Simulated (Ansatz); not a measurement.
# Gap against strain: armchair graphene nanoribbon (N = 6, H edges)

**Method.** Ansatz 0.2.0, plane waves with PAW datasets, PBE, Fermi-Dirac smearing of 0.05 eV, no spin-orbit coupling. The period is scaled from its relaxed value of 4.312 Å and the atoms relax, within the symmetry of the start, at each strain ε (in %); gaps, in eV, are read on a band path.

```
period (Å)  energy (eV a cell)  place of the conduction minimum (Γ = 0, Z = 1)   ε     gap
     4.139              +0.515                                            0.00  −4  0.7363
     4.312               0.000                                            0.00   0   1.112
     4.398              +0.114                                            0.00   2   1.285
     4.484              +0.442                                            0.00   4   1.453
     4.571              +0.959                                            0.00   6    1.63
```

One run is withheld: period (Å) = 4.226, with ε = −2. Fit a straight line gap = a + b × ε to the 5 rows shown and predict it.

**Fit.** The means are 1.6 for ε and 1.243 for gap. The sum of products of deviations is 5.269 and the sum of squares in ε is 59.2, so b = 5.269 / 59.2 = 0.089 and a = 1.243 − (0.089) × 1.6 = 1.101. The residuals' standard deviation, with 3 degrees of freedom, is σ = 0.0099.

**Prediction.** gap = 1.101 + (0.089) × −2 = 0.9229. The run gave 0.9315, so the prediction less the run is −0.0086. The standard error of a prediction there, σ√(1 + 1/5 + (−2 − 1.6)²/59.2), is 0.012, and the miss is 0.73 times that, for a point between the fitted rows. With so few rows σ is itself uncertain.

The gap widens at every step from compression to tension.

Caveats: Kohn-Sham gaps of a wire among periodic images, which in a check on one flat ribbon (7 Å apart) lowered the gap by 0.2 eV and flattened the slope; the slope b × 100 is a mean deformation potential of the gap, in eV per unit strain. Between neighbouring runs it lies between 8.4 and 9.8 eV. The unstrained row comes from a denser mesh than the others, which shifts its energy a little. Series of this kind are told only where this holds: a gap at every strain (compound wires with polar facets were set aside first). 88 of 101 did.

[Logs are printed without paths, hosts, clocks, repeated set-up lines and the standing remarks that a program may print on its own settings, such as how far it seeks lower states.]
